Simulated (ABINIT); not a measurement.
Crystal: Bi.

```
Bi
1.0
     3.23838    0.00000    0.00000
     0.00000    3.22164    0.00000
    -0.08045    0.00000    6.44389
Bi
2
Direct
  0.54425 0.00000 0.74958
  0.45575 0.00000 0.25042
```

This isn't the form of Bi at room conditions, which is rhombohedral.

```yaml
Program: ABINIT 10.8.3 (patched build)
Task: relaxation of cell and atoms
Functional: PBEsol
Potentials_or_basis: JTH PAW PBE v2.0
Cutoff: 599 eV
k_mesh: 7 × 7 × 3
Occupations: fermi-dirac, width 0.05 eV
Spin: no spin polarisation
```

At the start: pressure -0.4 GPa; volume 33.61 Å³/atom.

**Question.** Where does the relaxation end?

**Answer.** Over 15 steps the energy falls by 11.9 meV/atom and the volume is 33.41 Å³/atom (-0.6 %); space group P4/mmm (No. 123, to 0.05 Å).

Step by step:
```tsv
step	energy change (eV)	largest force (eV/Å)	pressure (GPa)	volume (Å³)
1	0.0000	0.0560	-0.43	67.23
2	-0.0061	0.0534	-0.38	67.14
3	-0.0187	0.0591	0.13	66.52
4	-0.0185	0.0866	0.06	66.62
5	-0.0192	0.0404	0.06	66.59
6	-0.0193	0.0365	0.06	66.60
7	-0.0198	0.0400	0.02	66.66
8	-0.0201	0.0469	-0.01	66.71
9	-0.0211	0.0575	-0.09	66.85
10	-0.0222	0.0592	-0.06	66.87
11	-0.0208	0.0251	-0.30	67.16
12	-0.0232	0.0247	0.00	66.80
13	-0.0234	0.0117	0.04	66.77
14	-0.0238	0.0029	0.07	66.73
15	-0.0239	0.0015	-0.01	66.82
```

Final structure:
```
Bi
1.0
     3.24827    0.00000    0.02274
     0.00000    3.24904    0.00000
    -0.03546    0.00000    6.33118
Bi
2
Direct
  0.49861 0.00000 0.74999
  0.50139 0.00000 0.25001
```

Caveat: the PAW data sets were made with another functional, which shifts forces and pressure a little.
